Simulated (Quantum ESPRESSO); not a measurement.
SnSe2:

```
Sn Se
1.0
     3.81100    0.00000    0.00000
    -1.90550    3.30042    0.00000
     0.00000    0.00000    6.13600
Sn Se
1 2
Direct
  0.00000 0.00000 0.00000
  0.66667 0.33333 0.75100
  0.33333 0.66667 0.24900
```

Base run:

* Program: Quantum ESPRESSO 7.5
* Functional: r2SCAN
* Potentials or basis: SG15 PBE 1.2
* Cutoff: 952 eV
* Density cutoff: 3810 eV
* k mesh: 6 × 6 × 4
* Occupations: fermi-dirac, width 0.05 eV
* Spin: no spin polarisation

Its results: band gap on the k mesh 0.87 eV, indirect (least direct gap 1.19 eV); pressure 3.7 GPa; largest force 0.586 eV/Å.

Task: The run is repeated on the same cell with these changes: functional from r2SCAN to PBE. What comes out?

Result: Band gap on the k mesh 0.80 eV, indirect (least direct gap 1.07 eV); pressure 5.6 GPa; largest force 0.788 eV/Å.

Caveats: spin-orbit coupling is left out, which moves the levels of the heavy elements; the potentials were made for another functional, which shifts forces and pressure (some runs); the mesh misses the band edges, which the band path finds closer together (some runs); this functional lacks dispersion, which binds the layers, so the pressure and a relaxed spacing across them are unreliable (some runs).

Not every run made on this cell is shown here.
